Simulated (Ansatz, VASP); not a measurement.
# One calculation of CuI, two programs

```
CELL_PARAMETERS angstrom
4.11728 0.00000 0.00000
0.00000 4.11728 0.00000
0.00000 0.00000 6.59485
ATOMIC_POSITIONS crystal
I 0.00000 0.50000 0.74303
I 0.50000 0.00000 0.25697
Cu 0.00000 0.00000 0.00000
Cu 0.50000 0.50000 0.00000
```

Change from the starting cell: volume scaled by 1.02.

Alike in both runs: task single point; functional PBE; k mesh 7 × 7 × 4; occupations fermi-dirac, width 0.05 eV; no spin polarisation.

```csv
,VASP,Ansatz
version,VASP 6.6.1,Ansatz 0.2.0
potentials or method,"VASP PAW PBE potentials, release 64 (I, Cu)",Ansatz PAW
plane-wave cutoff (eV),520,420
valence electrons in the cell,36,72
```

VASP gave:

| Item | Value |
| --- | --- |
| gap on the k mesh at the Fermi level (eV) | 1.59 |
| least direct gap on the mesh (eV) | 1.59 |
| pressure (GPa) | 0.5 |
| largest component of the traceless stress (GPa) | 0.14 |
| rms of the force components (eV/Å) | 0.006 |

Question: What did Ansatz give for the same quantities?

Answer: gap on the k mesh at the Fermi level (eV): 1.58; least direct gap on the mesh (eV): 1.58; pressure (GPa): 0.4; largest component of the traceless stress (GPa): 0.16; rms of the force components (eV/Å): 0.008.

Atom by atom the forces differ by 0.003 eV/Å (rms over components). The two sets of potentials don't hold the same shells in valence.

Caveats: spin-orbit coupling is left out, which moves the levels of the heavy elements; this functional lacks dispersion, which binds the layers, so the pressure and a relaxed spacing across them are unreliable; odd divisions of the mesh miss points on the zone boundary, where band edges often lie, so the gap on the mesh can be too wide (Ansatz).
